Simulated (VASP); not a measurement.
# Na2S (Fm-3m) in VASP: further runs

Runs on Na2S. Level: PBE. Tasks: single point.

All numbers are computed with VASP 6.6.1; they aren't measurements. Logs are shortened: lines on timing, memory, paths and dates and some standing lists are left out, and cuts for length are marked.

### Step 1. Starting point

It takes space group Fm-3m (No. 225, cubic). The conventional cell has a = 6.547 Å, b = 6.547 Å, c = 6.547 Å, α = 90.00°, β = 90.00°, γ = 90.00°. S (site symmetry m-3m) has 8 Na at 2.83 Å as nearest neighbours. Around Na (site symmetry -43m) lie 4 S at 2.83 Å.

### Step 2. Single point, PBE

Input file INCAR:

```
SYSTEM = Na2S
PREC = Accurate
ENCUT = 520
EDIFF = 1E-6
ISMEAR = 0
SIGMA = 0.05
LREAL = .FALSE.
LASPH = .TRUE.
NELM = 100
ALGO = Normal
ISIF = 2
LWAVE = .FALSE.
LCHARG = .FALSE.
GGA = PE
NBANDS = 17
ADDGRID = .FALSE.
```

Input file KPOINTS:

```
Automatic mesh
0
G
  5 5 5
  0 0 0
```

Input file POSCAR:

```
Na2S
1.0
    0.0000000000      3.2735000000      3.2735000000
    3.2735000000      0.0000000000      3.2735000000
    3.2735000000      3.2735000000      0.0000000000
S Na
1 2
Direct
    0.0000000000      0.0000000000      0.0000000000
    0.7500000000      0.7500000000      0.7500000000
    0.2500000000      0.2500000000      0.2500000000
```

Potentials or basis: VASP PAW PBE potentials, release 64 (S, Na_pv).

On the command line:

```bash
> cat potpaw_PBE.64/S/POTCAR potpaw_PBE.64/Na_pv/POTCAR > POTCAR
> mpirun -np 1 vasp_std > vasp.out
```

OUTCAR:

```text
SYSTEM = Na2S
   PREC = Accurate
   ENCUT = 520
   EDIFF = 1E-6
   ISMEAR = 0
   LREAL = .FALSE.
   LASPH = .TRUE.
   NELM = 100
   ISIF = 2
   GGA = PE

 Found     10 irreducible k-points:

 Following reciprocal coordinates:
            Coordinates               Weight
  0.000000  0.000000  0.000000      1.000000
  0.200000  0.000000  0.000000      8.000000
  0.400000  0.000000  0.000000      8.000000
  0.200000  0.200000  0.000000      6.000000
  0.400000  0.200000  0.000000     24.000000
 -0.400000  0.200000  0.000000     24.000000
   k-points           NKPTS =     10   k-points in BZ     NKDIM =     10   number of bands    NBANDS=     17
   number of dos      NEDOS =    301   number of ions     NIONS =      3
   total plane-waves  NPLWV =  46656
   dimension x,y,z NGX =    36 NGY =   36 NGZ =   36
   dimension x,y,z NGXF=    72 NGYF=   72 NGZF=   72
   ions per type =               1   2
   NGX,Y,Z   is equivalent  to a cutoff of  12.93, 12.93, 12.93 a.u.
   NGXF,Y,Z  is equivalent  to a cutoff of  25.86, 25.86, 25.86 a.u.
 SYSTEM =  Na2S
   PREC   = accura    normal or accurate (medium, high low for compatibility)
   ISTART =      0    job   : 0-new  1-cont  2-samecut
   ICHARG =      2    charge: 1-file 2-atom 10-const
   ISPIN  =      1    spin polarized calculation?
   LNONCOLLINEAR =      F non collinear calculations
   LSORBIT =      F    spin-orbit coupling
   LASPH  =      T    aspherical Exc in radial PAW
   ENCUT  =  520.0 eV  38.22 Ry    6.18 a.u.   8.61  8.61  8.61*2*pi/ulx,y,z
   NELM   =    100;   NELMIN=  2; NELMDL= -5     # of ELM steps
   EDIFF  = 0.1E-05   stopping-criterion for ELM
[... 8 lines left out ...]
   TEBEG  =    0.0;   TEEND  =   0.0 temperature during run
   PSTRESS=    0.0 pullay stress
   NELECT =      20.0000    total number of electrons
   NUPDOWN=      -1.0000    fix difference up-down
   EMIN   =  10.00;   EMAX   =-10.00  energy-range for DOS
[... 5 lines left out ...]
     AMIX     =   0.40;   BMIX     =  1.00
     AMIX_MAG =   1.60;   BMIX_MAG =  1.00
  volume/ion in A,a.u.               =      23.39       157.81
  Fermi-wavevector in a.u.,A,eV,Ry     =   1.077447  2.036079 15.794888  1.160892
  Thomas-Fermi vector in A             =   2.213359
   LORBIT       =      0    0 simple, 1 ext, 2 COOP (PROOUT), +10 PAW based schemes
   GGA     = PE    functional components
   LHFCALC =     F    Hartree Fock is set to
   AEXX    =    0.0000 exact exchange contribution
   IVDW    =     0    specifies the selected vdW correction
   LEPSILON=     F    determine dielectric tensor
   LRPA    =     F    only Hartree local field effects (RPA)
 non-spin polarized calculation
 Gauss-broadening in eV      SIGMA  =   0.05
  energy-cutoff  :      520.00
  volume of cell :       70.16
 maximum number of plane-waves:      1917
 NGX is ok and might be reduce to    36
   NGX = 17   NGY = 17   NGZ = 17

 number of electron      19.9999989 magnetization

 Free energy of the ion-electron system (eV)
  ---------------------------------------------------
  ext. energy  EPLUGINS =         0.00000000
  ---------------------------------------------------
  free energy    TOTEN  =        -9.97493701 eV

  energy without entropy =       -9.97493701  energy(sigma->0) =       -9.97493701

 E-fermi :   0.4043     XC(G=0):  -7.8115

 val. band max:        0.1773675564   @ k =   0.0000   0.0000   0.0000
 cond. band min:       2.6540387706   @ k =   0.0000   0.0000   0.0000
 fundamental gap:      2.4766712142
 Fermi energy:         0.4043388576

 k-point     1 :       0.0000    0.0000    0.0000
  band No.  band energies     occupation
      1     -22.0710      2.00000
      2     -22.0710      2.00000
      3     -22.0710      2.00000
      4     -22.0178      2.00000
      5     -22.0178      2.00000
      6     -22.0178      2.00000
[... 9 lines left out ...]
     16       9.5270      0.00000
     17      11.3822      0.00000

 k-point     2 :       0.2000    0.0000    0.0000
  band No.  band energies     occupation
      1     -22.0676      2.00000
      2     -22.0662      2.00000
      3     -22.0662      2.00000
      4     -22.0254      2.00000
      5     -22.0232      2.00000
      6     -22.0232      2.00000
[... 9 lines left out ...]
     16       9.1080      0.00000
     17      10.6065      0.00000

 k-point     3 :       0.4000    0.0000    0.0000
  band No.  band energies     occupation
      1     -22.0580      2.00000
      2     -22.0534      2.00000
      3     -22.0534      2.00000
      4     -22.0417      2.00000
      5     -22.0369      2.00000
      6     -22.0369      2.00000
[... 9 lines left out ...]
     16      10.5861      0.00000
     17      10.8347      0.00000

 k-point     4 :       0.2000    0.2000    0.0000
  band No.  band energies     occupation
      1     -22.0747      2.00000
      2     -22.0747      2.00000
      3     -22.0480      2.00000
      4     -22.0452      2.00000
      5     -22.0154      2.00000
      6     -22.0154      2.00000
[... 9 lines left out ...]
     16      10.0506      0.00000
     17      12.2403      0.00000

 k-point     5 :       0.4000    0.2000    0.0000
  band No.  band energies     occupation
      1     -22.0738      2.00000
      2     -22.0721      2.00000
      3     -22.0669      2.00000
      4     -22.0290      2.00000
      5     -22.0200      2.00000
      6     -22.0190      2.00000
[... 9 lines left out ...]
     16      11.2079      0.00000
     17      11.7608      0.00000

 k-point     6 :      -0.4000    0.2000    0.0000
  band No.  band energies     occupation
      1     -22.0803      2.00000
      2     -22.0622      2.00000
      3     -22.0588      2.00000
      4     -22.0347      2.00000
      5     -22.0323      2.00000
      6     -22.0155      2.00000
[... 9 lines left out ...]
     16      10.3937      0.00000
     17      12.0765      0.00000

 [... further k-points ...]
[... 5 lines left out ...]
  --------------------------------------------------------------------------------------
  -------------------------------------------------------------------------------------
  Total        0.1346366      0.1346366      0.1346366     -0.0000000     -0.0000000      0.0000000
  in kB        3.0747273      3.0747273      3.0747273     -0.0000000     -0.0000000      0.0000000
  external PRESSURE =       3.0747273 kB  Pullay stress =       0.0000000 kB

 VOLUME and BASIS-vectors are now :
 -----------------------------------------------------------------------------
  energy-cutoff  :      520.00
  volume of cell :       70.16
      direct lattice vectors                 reciprocal lattice vectors
     0.000000000  3.273500000  3.273500000    -0.152741714  0.152741714  0.152741714
     3.273500000  0.000000000  3.273500000     0.152741714 -0.152741714  0.152741714
     3.273500000  3.273500000  0.000000000     0.152741714  0.152741714 -0.152741714

 POSITION                                       TOTAL-FORCE (eV/Angst)
 -----------------------------------------------------------------------------------
      0.00000      0.00000      0.00000         0.000000      0.000000      0.000000
      4.91025      4.91025      4.91025        -0.000000     -0.000000     -0.000000
      1.63675      1.63675      1.63675         0.000000      0.000000      0.000000
 -----------------------------------------------------------------------------------
    total drift:                                0.000000      0.000000      0.000000

  FREE ENERGIE OF THE ION-ELECTRON SYSTEM (eV)
  ---------------------------------------------------
  free  energy   TOTEN  =        -9.9749370122 eV

  energy  without entropy=       -9.9749370122  energy(sigma->0) =       -9.97493701
```

OSZICAR:

```text
N       E                     dE             d eps       ncg     rms          rms(c)
DAV:   1     0.145859573140E+03    0.14586E+03   -0.10291E+04   340   0.121E+03
DAV:   2     0.131046721926E+00   -0.14573E+03   -0.14217E+03   364   0.323E+02
DAV:   3    -0.106190239179E+02   -0.10750E+02   -0.10682E+02   425   0.867E+01
DAV:   4    -0.108222944063E+02   -0.20327E+00   -0.20285E+00   419   0.122E+01
DAV:   5    -0.108265397171E+02   -0.42453E-02   -0.42445E-02   451   0.176E+00    0.370E+00
DAV:   6    -0.100164928096E+02    0.81005E+00   -0.16192E+00   441   0.550E+00    0.295E+00
DAV:   7    -0.996389778196E+01    0.52595E-01   -0.23729E-01   429   0.204E+00    0.194E+00
DAV:   8    -0.997341353158E+01   -0.95157E-02   -0.20331E-02   347   0.112E+00    0.595E-01
DAV:   9    -0.997322679341E+01    0.18674E-03   -0.44292E-04   428   0.161E-01    0.487E-01
DAV:  10    -0.997497559499E+01   -0.17488E-02   -0.55803E-03   343   0.406E-01    0.277E-01
DAV:  11    -0.997491870944E+01    0.56886E-04   -0.12958E-04   405   0.866E-02    0.163E-01
DAV:  12    -0.997492759118E+01   -0.88817E-05   -0.57584E-05   352   0.503E-02    0.106E-02
DAV:  13    -0.997493735540E+01   -0.97642E-05   -0.53030E-05   352   0.419E-02    0.327E-02
DAV:  14    -0.997493701225E+01    0.34315E-06   -0.27475E-06   346   0.109E-02
   1 F= -.99749370E+01 E0= -.99749370E+01  d E =-.761233E-12
```

Run time: 7.9 s. Hardware: 1 thread of Intel Xeon Platinum 8488C (Sapphire Rapids), shared host; peak memory 0.19 GiB.

The run converged, but some of its settings lie outside the range that counts as converged, so its numbers aren't taken as properties of the crystal.

Results:

```yaml
Free_energy: -9.9749 eV
Pressure: 0.3 GPa
Band_gap_on_the_k_mesh: 2.48 eV, direct
```

### Step 3. Single point, PBE

INCAR, as its differences from that of step 2:

```diff
@@ -2,3 +2,3 @@
 PREC = Accurate
-ENCUT = 520
+ENCUT = 400
 EDIFF = 1E-6
```

Input file KPOINTS:

```
Automatic mesh
0
G
  6 6 6
  0 0 0
```

POSCAR is that of step 2.

Potentials or basis: VASP PAW PBE potentials, release 64 (S, Na_pv).

On the command line:

```bash
> cat potpaw_PBE.64/S/POTCAR potpaw_PBE.64/Na_pv/POTCAR > POTCAR
> mpirun -np 1 vasp_std > vasp.out
```

OUTCAR:

```text
SYSTEM = Na2S
   PREC = Accurate
   ENCUT = 400
   EDIFF = 1E-6
   ISMEAR = 0
   LREAL = .FALSE.
   LASPH = .TRUE.
   NELM = 100
   ISIF = 2
   GGA = PE

 Found     16 irreducible k-points:

 Following reciprocal coordinates:
            Coordinates               Weight
  0.000000  0.000000  0.000000      1.000000
  0.166667  0.000000  0.000000      8.000000
  0.333333  0.000000  0.000000      8.000000
  0.500000  0.000000  0.000000      4.000000
  0.166667  0.166667  0.000000      6.000000
  0.333333  0.166667  0.000000     24.000000
   k-points           NKPTS =     16   k-points in BZ     NKDIM =     16   number of bands    NBANDS=     17
[... 192 lines left out ...]

 [... further k-points ...]
[... 5 lines left out ...]
  --------------------------------------------------------------------------------------
  -------------------------------------------------------------------------------------
  Total        0.0559218      0.0559218      0.0559218      0.0000000      0.0000000     -0.0000000
  in kB        1.2770996      1.2770996      1.2770996      0.0000000      0.0000000     -0.0000000
  external PRESSURE =       1.2770996 kB  Pullay stress =       0.0000000 kB

 VOLUME and BASIS-vectors are now :
 -----------------------------------------------------------------------------
  energy-cutoff  :      400.00
  volume of cell :       70.16
      direct lattice vectors                 reciprocal lattice vectors
     0.000000000  3.273500000  3.273500000    -0.152741714  0.152741714  0.152741714
     3.273500000  0.000000000  3.273500000     0.152741714 -0.152741714  0.152741714
     3.273500000  3.273500000  0.000000000     0.152741714  0.152741714 -0.152741714

 POSITION                                       TOTAL-FORCE (eV/Angst)
 -----------------------------------------------------------------------------------
      0.00000      0.00000      0.00000        -0.000000      0.000000     -0.000000
      4.91025      4.91025      4.91025         0.000000      0.000000      0.000000
      1.63675      1.63675      1.63675        -0.000000     -0.000000     -0.000000
 -----------------------------------------------------------------------------------
    total drift:                                0.000000     -0.000000      0.000000

  FREE ENERGIE OF THE ION-ELECTRON SYSTEM (eV)
  ---------------------------------------------------
  free  energy   TOTEN  =        -9.9750036727 eV

  energy  without entropy=       -9.9750036727  energy(sigma->0) =       -9.97500367
```

OSZICAR:

```text
N       E                     dE             d eps       ncg     rms          rms(c)
DAV:   1     0.138510012807E+03    0.13851E+03   -0.93095E+03   544   0.103E+03
DAV:   2    -0.288632386521E+00   -0.13880E+03   -0.13441E+03   592   0.292E+02
DAV:   3    -0.106515084559E+02   -0.10363E+02   -0.10312E+02   651   0.846E+01
DAV:   4    -0.108228541421E+02   -0.17135E+00   -0.17122E+00   667   0.115E+01
DAV:   5    -0.108262623038E+02   -0.34082E-02   -0.34077E-02   715   0.161E+00    0.369E+00
DAV:   6    -0.100164600855E+02    0.80980E+00   -0.15979E+00   733   0.547E+00    0.293E+00
DAV:   7    -0.996397139420E+01    0.52489E-01   -0.23364E-01   649   0.202E+00    0.194E+00
DAV:   8    -0.997353188200E+01   -0.95605E-02   -0.19482E-02   570   0.110E+00    0.600E-01
DAV:   9    -0.997358491535E+01   -0.53033E-04   -0.38087E-04   739   0.118E-01    0.648E-01
DAV:  10    -0.997608187667E+01   -0.24970E-02   -0.27035E-03   559   0.341E-01    0.984E-01
DAV:  11    -0.997560535464E+01    0.47652E-03   -0.34501E-04   600   0.107E-01    0.658E-01
DAV:  12    -0.997540157103E+01    0.20378E-03   -0.11012E-04   654   0.682E-02    0.558E-01
DAV:  13    -0.997514767586E+01    0.25390E-03   -0.23908E-04   579   0.513E-02    0.370E-01
DAV:  14    -0.997510949521E+01    0.38181E-04   -0.25206E-05   614   0.228E-02    0.296E-01
DAV:  15    -0.997503584573E+01    0.73649E-04   -0.88661E-05   696   0.319E-02    0.176E-01
DAV:  16    -0.997501477339E+01    0.21072E-04   -0.24831E-05   657   0.174E-02    0.101E-01
DAV:  17    -0.997500462956E+01    0.10144E-04   -0.19903E-05   663   0.146E-02    0.384E-02
DAV:  18    -0.997500367271E+01    0.95685E-06   -0.32977E-06   651   0.661E-03
   1 F= -.99750037E+01 E0= -.99750037E+01  d E =-.160634E-13
```

Wall time 11 s (1 thread of Intel Xeon Platinum 8488C (Sapphire Rapids), shared host); peak memory 0.16 GiB.

These settings aren't checked as converged: the numbers below hold their error.

Results:

```
Free energy            : -9.9750 eV
Pressure               : 0.1 GPa
Band gap on the k mesh : 2.48 eV, direct
```

### Step 4. Single point, PBE

INCAR, as its differences from that of step 3:

```diff
@@ -2,3 +2,3 @@
 PREC = Accurate
-ENCUT = 400
+ENCUT = 650
 EDIFF = 1E-6
```

Input file KPOINTS:

```
Automatic mesh
0
G
  5 5 5
  0 0 0
```

POSCAR is that of step 3.

Potentials or basis: VASP PAW PBE potentials, release 64 (S, Na_pv).

On the command line:

```bash
> cat potpaw_PBE.64/S/POTCAR potpaw_PBE.64/Na_pv/POTCAR > POTCAR
> mpirun -np 1 vasp_std > vasp.out
```

OUTCAR:

```text
SYSTEM = Na2S
   PREC = Accurate
   ENCUT = 650
   EDIFF = 1E-6
   ISMEAR = 0
   LREAL = .FALSE.
   LASPH = .TRUE.
   NELM = 100
   ISIF = 2
   GGA = PE

 Found     10 irreducible k-points:

 Following reciprocal coordinates:
            Coordinates               Weight
  0.000000  0.000000  0.000000      1.000000
  0.200000  0.000000  0.000000      8.000000
  0.400000  0.000000  0.000000      8.000000
  0.200000  0.200000  0.000000      6.000000
  0.400000  0.200000  0.000000     24.000000
 -0.400000  0.200000  0.000000     24.000000
   k-points           NKPTS =     10   k-points in BZ     NKDIM =     10   number of bands    NBANDS=     17
   number of dos      NEDOS =    301   number of ions     NIONS =      3
   total plane-waves  NPLWV =  64000
   dimension x,y,z NGX =    40 NGY =   40 NGZ =   40
   dimension x,y,z NGXF=    80 NGYF=   80 NGZF=   80
   ions per type =               1   2
   NGX,Y,Z   is equivalent  to a cutoff of  14.36, 14.36, 14.36 a.u.
   NGXF,Y,Z  is equivalent  to a cutoff of  28.73, 28.73, 28.73 a.u.
 SYSTEM =  Na2S
   PREC   = accura    normal or accurate (medium, high low for compatibility)
   ISTART =      0    job   : 0-new  1-cont  2-samecut
   ICHARG =      2    charge: 1-file 2-atom 10-const
   ISPIN  =      1    spin polarized calculation?
   LNONCOLLINEAR =      F non collinear calculations
   LSORBIT =      F    spin-orbit coupling
   LASPH  =      T    aspherical Exc in radial PAW
   ENCUT  =  650.0 eV  47.77 Ry    6.91 a.u.   9.62  9.62  9.62*2*pi/ulx,y,z
[... 49 lines left out ...]

 E-fermi :   0.4036     XC(G=0):  -7.8113

 val. band max:        0.1757278565   @ k =   0.0000   0.0000   0.0000
 cond. band min:       2.6542592320   @ k =   0.0000   0.0000   0.0000
 fundamental gap:      2.4785313755
 Fermi energy:         0.4036254350

 k-point     1 :       0.0000    0.0000    0.0000
  band No.  band energies     occupation
      1     -22.0709      2.00000
      2     -22.0709      2.00000
      3     -22.0709      2.00000
      4     -22.0179      2.00000
      5     -22.0178      2.00000
      6     -22.0178      2.00000
[... 97 lines left out ...]
      4     -22.0347      2.00000
      5     -22.0323      2.00000
      6     -22.0155      2.00000
[... 9 lines left out ...]
     16      10.3934      0.00000
     17      12.0763      0.00000

 [... further k-points ...]
[... 5 lines left out ...]
  --------------------------------------------------------------------------------------
  -------------------------------------------------------------------------------------
  Total        0.1551010      0.1551010      0.1551010     -0.0000000      0.0000000     -0.0000000
  in kB        3.5420777      3.5420777      3.5420777     -0.0000000      0.0000000     -0.0000000
  external PRESSURE =       3.5420777 kB  Pullay stress =       0.0000000 kB

 VOLUME and BASIS-vectors are now :
 -----------------------------------------------------------------------------
  energy-cutoff  :      650.00
  volume of cell :       70.16
      direct lattice vectors                 reciprocal lattice vectors
     0.000000000  3.273500000  3.273500000    -0.152741714  0.152741714  0.152741714
     3.273500000  0.000000000  3.273500000     0.152741714 -0.152741714  0.152741714
     3.273500000  3.273500000  0.000000000     0.152741714  0.152741714 -0.152741714

 POSITION                                       TOTAL-FORCE (eV/Angst)
 -----------------------------------------------------------------------------------
      0.00000      0.00000      0.00000        -0.000000     -0.000000      0.000000
      4.91025      4.91025      4.91025         0.000000      0.000000     -0.000000
      1.63675      1.63675      1.63675        -0.000000     -0.000000      0.000000
 -----------------------------------------------------------------------------------
    total drift:                               -0.000000     -0.000000      0.000000

  FREE ENERGIE OF THE ION-ELECTRON SYSTEM (eV)
  ---------------------------------------------------
  free  energy   TOTEN  =        -9.9750005826 eV

  energy  without entropy=       -9.9750005826  energy(sigma->0) =       -9.97500058
```

stdout:

```text
POSCAR found type information on POSCAR S Na
 POSCAR found :  2 types and       3 ions
 scaLAPACK will be used
 LDA part: xc-table for (Slater+PW92), standard interpolation
 POSCAR, INCAR and KPOINTS ok, starting setup
 FFT: planning ... GRIDC
 FFT: planning ... GRID_SOFT
 FFT: planning ... GRID
 WAVECAR not read
 entering main loop
```

Run time: 13 s. Hardware: 1 thread of Intel Xeon Platinum 8488C (Sapphire Rapids), shared host; peak memory 0.23 GiB.

The run converged, but some of its settings lie outside the range that counts as converged, so its numbers aren't taken as properties of the crystal.

What came out:

* Free energy: -9.9750 eV
* Pressure: 0.4 GPa
* Band gap on the k mesh: 2.48 eV, direct
